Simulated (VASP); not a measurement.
# Si2Mo (I4/mmm) in VASP: notebook

Runs on Si2Mo. Level: PBE+D3(BJ). Tasks: relaxation of cell and atoms, vibrations by finite differences.

Everything below comes from runs of VASP 6.6.1. Logs are shortened: lines on timing, memory, paths and dates and some standing lists are left out, and cuts for length are marked.

## (1) The structure

Symmetry: I4/mmm, No. 139, tetragonal system. The conventional cell has a = 3.200 Å, b = 3.200 Å, c = 7.861 Å, α = 90.00°, β = 90.00°, γ = 90.00°. Si (site symmetry 4mm) is surrounded by 5 Si at 2.61 to 2.63 Å and 5 Mo at 2.62 Å. Mo (site symmetry 4/mmm) is surrounded by 10 Si at 2.62 Å.

## (2) Relaxation of cell and atoms, PBE+D3(BJ)

Contents of INCAR:

```
SYSTEM = Si2Mo
ALGO     = Normal         ! electronic algorithm
EDIFF    = 1E-7           ! SCF threshold, eV
EDIFFG   = -0.002         ! ionic threshold
ENCUT    = 520            ! plane-wave cutoff, eV
GGA      = PE             ! functional
IBRION   = 2              ! ionic algorithm
ISIF     = 3              ! what is computed and relaxed
ISMEAR   = 0              ! smearing method
IVDW     = 12             ! dispersion correction
KPAR     = 4            
LASPH    = .TRUE.         ! aspherical terms in the spheres
LCHARG   = .FALSE.        ! write CHGCAR
LREAL    = .FALSE.        ! projectors in reciprocal space
LWAVE    = .FALSE.        ! write WAVECAR
NELM     = 60             ! most SCF steps
NSW      = 80             ! ionic steps
PREC     = Accurate       ! precision mode
SIGMA    = 0.1            ! smearing width, eV
```

Contents of KPOINTS:

```
k-points
0
G
  18 18 18
  0 0 0
```

Contents of POSCAR:

```
Si2Mo
1.0
   -1.6000000000      1.6000000000      3.9305000000
    1.6000000000     -1.6000000000      3.9305000000
    1.6000000000      1.6000000000     -3.9305000000
Si Mo
2 1
Direct
    0.3330000000      0.3330000000      0.0000000000
    0.6670000000      0.6670000000      0.0000000000
    0.0000000000      0.0000000000      0.0000000000
```

Potentials or basis: VASP PAW PBE potentials, release 64 (Si, Mo_sv).

Started as:

```sh
$ cat potpaw_PBE.64/Si/POTCAR potpaw_PBE.64/Mo_sv/POTCAR > POTCAR
$ mpirun -np 4 vasp_std > vasp.out
```

OUTCAR:

```text
SYSTEM = Si2Mo
   EDIFF = 1E-7
   EDIFFG = -0.002
   ENCUT = 520
   GGA = PE
   IBRION = 2
   ISIF = 3
   ISMEAR = 0
   IVDW = 12
   LASPH = .TRUE.
   LREAL = .FALSE.
   NELM = 60
   NSW = 80
   PREC = Accurate
 IVDW          = 12

 ion  position               nearest neighbor table
   1  0.333  0.333  0.000-   2 2.61   2 2.61   2 2.61   2 2.61   3 2.62   3 2.62   3 2.62   3 2.62
                             3 2.62   2 2.63
   2  0.667  0.667  0.000-   1 2.61   1 2.61   1 2.61   1 2.61   3 2.62   3 2.62   3 2.62   3 2.62
                             3 2.62   1 2.63
   3  0.000  0.000  0.000-   2 2.62   1 2.62   2 2.62   1 2.62   2 2.62   1 2.62   1 2.62   2 2.62
                             1 2.62   2 2.62

  LATTYP: Found a body centered tetragonal cell.
 ALAT       =     3.2000000000
 C/A-ratio  =     2.4565625000

  Lattice vectors:

 A1 = (  -1.6000000000,   1.6000000000,   3.9305000000)
 A2 = (   1.6000000000,  -1.6000000000,   3.9305000000)
 A3 = (   1.6000000000,   1.6000000000,  -3.9305000000)

Analysis of symmetry for initial positions (statically):
=====================================================================
 Subroutine PRICEL returns:
 Original cell was already a primitive cell.

 Routine SETGRP: Setting up the symmetry group for a
 body centered tetragonal supercell.

 Subroutine GETGRP returns: Found 16 space group operations
 (whereof 16 operations were pure point group operations)
 out of a pool of 16 trial point group operations.

The static configuration has the point symmetry D_4h.

Analysis of symmetry for dynamics (positions and initial velocities):
=====================================================================
 Subroutine PRICEL returns:
 Original cell was already a primitive cell.

 Routine SETGRP: Setting up the symmetry group for a
 body centered tetragonal supercell.

 Subroutine GETGRP returns: Found 16 space group operations
 (whereof 16 operations were pure point group operations)
 out of a pool of 16 trial point group operations.

The dynamic configuration has the point symmetry D_4h.

 Subroutine INISYM returns: Found 16 space group operations
 (whereof 16 operations are pure point group operations),
 and found     1 'primitive' translations

----------------------------------------------------------------------------------------

                                     Primitive cell

  volume of cell :      40.2483

  direct lattice vectors                    reciprocal lattice vectors
    -1.600000000  1.600000000  3.930500000     0.000000000  0.312500000  0.127210279
     1.600000000 -1.600000000  3.930500000     0.312500000  0.000000000  0.127210279
     1.600000000  1.600000000 -3.930500000     0.312500000  0.312500000  0.000000000

  length of vectors
     4.535287229  4.535287229  4.535287229     0.337399918  0.337399918  0.441941738

  position of ions in fractional coordinates (direct lattice)
     0.333000000  0.333000000  0.000000000
     0.667000000  0.667000000  0.000000000
     0.000000000  0.000000000  0.000000000

  ion indices of the primitive-cell ions
   primitive index   ion index
                 1           1
                 2           2
                 3           3

----------------------------------------------------------------------------------------

 KPOINTS: k-points

Automatic generation of k-mesh.
 Grid dimensions read from file:
 generate k-points for:   18   18   18

 Generating k-lattice:

  Cartesian coordinates                     Fractional coordinates (reciprocal lattice)
     0.000000000  0.017361111  0.007067238     0.055555556  0.000000000  0.000000000
     0.017361111  0.000000000  0.007067238     0.000000000  0.055555556  0.000000000
     0.017361111  0.017361111  0.000000000     0.000000000  0.000000000  0.055555556

  Length of vectors
     0.018744440  0.018744440  0.024552319

  Shift w.r.t. Gamma in fractional coordinates (k-lattice)
     0.000000000  0.000000000  0.000000000

 Subroutine IBZKPT returns following result:
 ===========================================

 Found    480 irreducible k-points:

 Following reciprocal coordinates:
            Coordinates               Weight
  0.000000  0.000000  0.000000      1.000000
  0.055556  0.000000 -0.000000      8.000000
  0.111111  0.000000 -0.000000      8.000000
  0.166667  0.000000 -0.000000      8.000000
  0.222222  0.000000 -0.000000      8.000000
  0.277778  0.000000 -0.000000      8.000000
[... 16 lines left out ...]
 -0.277778  0.055556  0.000000     16.000000
 -0.222222  0.055556  0.000000     16.000000
 [... further k-points ...]
   k-points           NKPTS =    480   k-points in BZ     NKDIM =    480   number of bands    NBANDS=     15
   number of dos      NEDOS =    301   number of ions     NIONS =      3
   total plane-waves  NPLWV =  46656
   dimension x,y,z NGX =    36 NGY =   36 NGZ =   36
   dimension x,y,z NGXF=    72 NGYF=   72 NGZF=   72
   ions per type =               2   1
   NGX,Y,Z   is equivalent  to a cutoff of  13.20, 13.20, 13.20 a.u.
   NGXF,Y,Z  is equivalent  to a cutoff of  26.39, 26.39, 26.39 a.u.
 SYSTEM =  Si2Mo
   PREC   = accura    normal or accurate (medium, high low for compatibility)
   ISTART =      0    job   : 0-new  1-cont  2-samecut
   ICHARG =      2    charge: 1-file 2-atom 10-const
   ISPIN  =      1    spin polarized calculation?
   LNONCOLLINEAR =      F non collinear calculations
   LSORBIT =      F    spin-orbit coupling
   LASPH  =      T    aspherical Exc in radial PAW
   ENCUT  =  520.0 eV  38.22 Ry    6.18 a.u.   8.43  8.43  8.43*2*pi/ulx,y,z
   NELM   =     60;   NELMIN=  2; NELMDL= -5     # of ELM steps
   EDIFF  = 0.1E-06   stopping-criterion for ELM
   LREAL  =      F    real-space projection
   EDIFFG = -.2E-02   stopping-criterion for IOM
   NSW    =     80    number of steps for IOM
   IBRION =      2    ionic relax: 0-MD 1-quasi-New 2-CG
   NFREE  =      1    steps in history (QN), initial steepest desc. (CG)
   ISIF   =      3    stress and relaxation
   ISYM   =      2    0-nonsym 1-usesym 2-fastsym
   POTIM  = 0.5000    time-step for ionic-motion
   TEBEG  =    0.0;   TEEND  =   0.0 temperature during run
   PSTRESS=    0.0 pullay stress
   NELECT =      22.0000    total number of electrons
   NUPDOWN=      -1.0000    fix difference up-down
   EMIN   =  10.00;   EMAX   =-10.00  energy-range for DOS
   EFERMI =   0.00;   METHOD = LEGACY
   ISMEAR =     0;   SIGMA  =   0.10  broadening in eV -4-tet -1-fermi 0-gaus
   EFERMI_NEDOS =   21; number of points for ismear=-14 and -15
   IALGO  =     38    algorithm
   IMIX   =      4    mixing-type and parameters
     AMIX     =   0.40;   BMIX     =  1.00
     AMIX_MAG =   1.60;   BMIX_MAG =  1.00
  volume/ion in A,a.u.               =      13.42        90.54
  Fermi-wavevector in a.u.,A,eV,Ry     =   1.338546  2.529484 24.377614  1.791704
  Thomas-Fermi vector in A             =   2.467007
   LORBIT       =      0    0 simple, 1 ext, 2 COOP (PROOUT), +10 PAW based schemes
   GGA     = PE    functional components
   LHFCALC =     F    Hartree Fock is set to
   AEXX    =    0.0000 exact exchange contribution
   IVDW    =    12    specifies the selected vdW correction
   LEPSILON=     F    determine dielectric tensor
   LRPA    =     F    only Hartree local field effects (RPA)
 conjugate gradient relaxation of ions
 non-spin polarized calculation
 Gauss-broadening in eV      SIGMA  =   0.10
  energy-cutoff  :      520.00
  volume of cell :       40.25
 maximum number of plane-waves:      1112
 NGX is ok and might be reduce to    36
   NGX = 17   NGY = 17   NGZ = 17

--------------------------------------- Ionic step        1  -------------------------------------------

 number of electron      22.0000000 magnetization

 Free energy of the ion-electron system (eV)
  ---------------------------------------------------
  ext. energy  EPLUGINS =         0.00000000
  ---------------------------------------------------
  free energy    TOTEN  =       -23.25339172 eV

  energy without entropy =      -23.25229916  energy(sigma->0) =      -23.25284544

------------------------ aborting loop because EDIFF is reached ----------------------------------------

 Edisp (eV)   -1.72848

 E8    (eV) :    -0.7515
[... 108 lines left out ...]
  FREE ENERGIE OF THE ION-ELECTRON SYSTEM (eV)
  ---------------------------------------------------
  free  energy   TOTEN  =       -24.9972064534 eV

  energy  without entropy=      -24.9960971254  energy(sigma->0) =      -24.99665179

[... ionic steps 4 to 8 ...]

--------------------------------------- Ionic step        9  -------------------------------------------

 number of electron      22.0000000 magnetization

------------------------ aborting loop because EDIFF is reached ----------------------------------------
[... 77 lines left out ...]
--------------------------------------- Ionic step       11  -------------------------------------------

 number of electron      22.0000000 magnetization

 Free energy of the ion-electron system (eV)
  ---------------------------------------------------
  ext. energy  EPLUGINS =         0.00000000
  ---------------------------------------------------
  free energy    TOTEN  =       -23.23172801 eV

  energy without entropy =      -23.23058253  energy(sigma->0) =      -23.23115527

 E-fermi :  12.5751     XC(G=0): -12.5268

 val. band max:       12.5027220600   @ k =  -0.3889  -0.4444   0.3889
 cond. band min:      12.5800117399   @ k =  -0.3333  -0.3333   0.2778
 fundamental gap:      0.0772896799
 Fermi energy:        12.5750713269

 k-point     1 :       0.0000    0.0000    0.0000
  band No.  band energies     occupation
      1     -48.1217      2.00000
      2     -22.2900      2.00000
      3     -22.1988      2.00000
      4     -22.1988      2.00000
      5      -1.0158      2.00000
      6       6.0657      2.00000
      7       9.1743      2.00000
      8       9.4334      2.00000
      9       9.8928      2.00000
     10       9.8928      2.00000
     11      12.9635      0.00000
     12      15.6787      0.00000
     13      15.8415      0.00000
     14      16.1818      0.00000
[... 401 lines left out ...]
      2     -22.3138      2.00000
      3     -22.2793      2.00000
      4     -22.1962      2.00000
      5      -0.1341      2.00000
      6       6.1524      2.00000
      7       7.4380      2.00000
      8       9.2871      2.00000
      9       9.9098      2.00000
     10      10.7194      2.00000
     11      11.2527      2.00000
     12      14.4862      0.00000
     13      14.8783      0.00000
     14      16.7224      0.00000
     15      17.0257      0.00000

 [... further k-points ...]

------------------------ aborting loop because EDIFF is reached ----------------------------------------

 Edisp (eV)   -1.76658

 E8    (eV) :    -0.7683
[... 26 lines left out ...]
  FREE ENERGIE OF THE ION-ELECTRON SYSTEM (eV)
  ---------------------------------------------------
  free  energy   TOTEN  =       -24.9983067050 eV

  energy  without entropy=      -24.9971612222  energy(sigma->0) =      -24.99773396

 reached required accuracy - stopping structural energy minimisation
```

It took 5.8 min on 4 MPI ranks of AMD EPYC 9R45 (Zen 5), shared host; peak memory 0.44 GiB.

What came out:

```yaml
Free_energy: -24.9983 eV
Relaxed_volume: 13.14 Å³/atom
Relaxed_cell: a = 4.500 Å, b = 4.500 Å, c = 4.500 Å, α = 138.63°, β = 138.63°, γ = 59.95°
Space_group_after_relaxing_to_0.05_Å: I4/mmm (No. 139)
Energy_gained_by_relaxing: 5.5 meV/atom
Ionic_steps: 11
Pressure_after_relaxing: 0.0 GPa
Band_gap_on_the_k_mesh: none (metal or under the smearing width)
Dispersion_energy_per_atom: -0.589 eV
```

Step by step:
```csv
step,energy change (eV),largest force (eV/Å),pressure (GPa),volume (Å³)
1,0.0000,0.2821,-4.73,40.25
2,0.0236,0.1127,9.09,37.99
3,-0.0153,0.1448,0.21,39.35
4,-0.0153,0.1418,0.31,39.34
5,-0.0164,0.0130,0.12,39.39
6,-0.0164,0.0017,0.10,39.39
7,-0.0164,0.0034,-0.13,39.44
8,-0.0164,0.0005,0.00,39.41
9,-0.0164,0.0007,-0.01,39.41
10,-0.0164,0.0007,-0.01,39.41
11,-0.0164,0.0003,0.00,39.41
```

Final structure:
```yaml
crystal:
  lattice:
    - [-1.58978, 1.58978, 3.89846]
    - [1.58978, -1.58978, 3.89846]
    - [1.58978, 1.58978, -3.89846]
  atoms:
    - { symbol: Si, position: [0.33459, 0.33459, 0.00000] }
    - { symbol: Si, position: [0.66541, 0.66541, 0.00000] }
    - { symbol: Mo, position: [0.00000, 0.00000, 0.00000] }
```

Levels at points of the mesh, in eV from the Fermi level:
```csv
k point,band 8,band 9,band 10,band 11,band 12,band 13,band 14,band 15
"(0.00, 0.00, 0.00)",-3.14,-2.68,-2.68,0.39,3.10,3.27,3.61,3.61
"(0.50, 0.00, 0.00)",-4.55,-2.65,-2.62,-0.53,2.33,3.12,4.22,4.26
"(0.50, 0.50, 0.00)",-5.21,-4.53,-3.14,-1.19,2.39,2.82,3.19,3.38
"(0.50, 0.50, 0.50)",-2.27,-0.60,-0.60,-0.48,-0.48,0.53,4.78,5.38
```

Caveat: pairwise dispersion overbinds metals, which lowers pressure and volume.

## (3) Relaxation of cell and atoms, PBE+D3(BJ)

This run uses another cell than the first one, of 13.14 Å³/atom, 0.979 times its volume.

INCAR is that of step 2.

KPOINTS is that of step 2.

Contents of POSCAR:

```
Si2Mo                                   
1.0
   -1.5897830636      1.5897830636      3.8984557163
    1.5897830636     -1.5897830636      3.8984557163
    1.5897830636      1.5897830636     -3.8984557163
  Si              Mo            
     2     1
Direct
     0.3345868462405345    0.3345868462405345    0.0000000000000000
     0.6654131537594655    0.6654131537594655    0.0000000000000000
     1.0000000000000000    1.0000000000000000    0.0000000000000000
```

Potentials or basis: VASP PAW PBE potentials, release 64 (Si, Mo_sv).

Started as:

```sh
$ cat potpaw_PBE.64/Si/POTCAR potpaw_PBE.64/Mo_sv/POTCAR > POTCAR
$ mpirun -np 4 vasp_std > vasp.out
```

Wall time 1.8 min (4 MPI ranks of AMD EPYC 9R45 (Zen 5), shared host); peak memory 0.42 GiB.

It converged, with:

- Free energy: -24.9981 eV
- Energy gained by relaxing: 0.0 meV/atom
- Ionic steps: 3
- Pressure after relaxing: 0.0 GPa
- Band gap on the k mesh: none (metal or under the smearing width)
- Dispersion energy per atom: -0.589 eV

Final structure:
```
Si Mo
1.0
    -1.58977    1.58977    3.89870
     1.58977   -1.58977    3.89870
     1.58977    1.58977   -3.89870
Si Mo
2 1
Direct
  0.33459 0.33459 0.00000
  0.66541 0.66541 0.00000
  0.00000 0.00000 0.00000
```

Levels at points of the mesh, in eV from the Fermi level:
```csv
k point,band 7,band 8,band 9,band 10,band 11,band 12,band 13,band 14,band 15
"(0.00, 0.00, 0.00)",-3.40,-3.14,-2.68,-2.68,0.39,3.10,3.27,3.61,3.61
"(0.50, 0.00, 0.00)",-5.03,-4.55,-2.65,-2.62,-0.53,2.33,3.12,4.22,4.26
"(0.50, 0.50, 0.00)",-5.75,-5.21,-4.53,-3.14,-1.19,2.39,2.82,3.19,3.38
"(0.50, 0.50, 0.50)",-3.63,-2.27,-0.60,-0.60,-0.48,-0.48,0.53,4.78,5.38
```

Caveat: pairwise dispersion overbinds metals, which lowers pressure and volume.

## (4) Vibrations by finite differences, PBE+D3(BJ)

This run uses another cell than the first one, of 13.14 Å³/atom, 0.979 times its volume.

Contents of INCAR:

```
ALGO = Normal
EDIFF = 1E-8
ENCUT = 520
GGA = PE
IBRION = 6
ISIF = 3
ISMEAR = 0
IVDW = 12
KPAR = 4
LASPH = True
LCHARG = False
LREAL = False
LWAVE = False
NBANDS = 18
NELM = 60
NFREE = 2
NSW = 1
POTIM = 0.015
PREC = Accurate
SIGMA = 0.1
```

Contents of KPOINTS:

```
k-points
0
Gamma
  18 18 18
```

Contents of POSCAR:

```
Si2Mo                                   
1.0
   -1.5897673915      1.5897673915      3.8986966939
    1.5897673915     -1.5897673915      3.8986966939
    1.5897673915      1.5897673915     -3.8986966939
  Si              Mo            
     2     1
Direct
     0.3345878843380520    0.3345878843380520    0.0000000000000000
     0.6654121156619479    0.6654121156619479    0.0000000000000000
     0.0000000000000000    0.0000000000000000    0.0000000000000000
```

Started as:

```sh
$ cat potpaw_PBE.64/Si/POTCAR potpaw_PBE.64/Mo_sv/POTCAR > POTCAR
$ mpirun -np 4 vasp_std > vasp.out
```

Wall time 37 min (4 MPI ranks of AMD EPYC 9R45 (Zen 5), shared host); peak memory 1.6 GiB.

The run converged. Its results:

```
Voigt bulk modulus            : 223 GPa
Highest phonon frequency at Γ : 443 cm⁻¹
Dispersion energy per atom    : -0.589 eV
```

Phonon frequencies in cm⁻¹ (negative: imaginary):
```csv
q point,frequencies
"(0.000, 0.000, 0.000)",0 0 0 286 286 331 341 341 443
```

Elastic tensor in Voigt notation (GPa, in the Cartesian axes of the cell as first typed):
```
421 121  95   0   0   0
121 421  95   0   0   0
 95  95 538   0   0   0
  0   0   0 212   0   0
  0   0   0   0 212   0
  0   0   0   0   0 209
```

Clamped-ion elastic tensor (GPa):
```
423 123  98   0   0   0
123 423  98   0   0   0
 98  98 541   0   0   0
  0   0   0 214   0   0
  0   0   0   0 214   0
  0   0   0   0   0 209
```

Caveat: elastic constants of metals need much finer meshes, so these are rough; pairwise dispersion overbinds metals, which lowers pressure and volume.
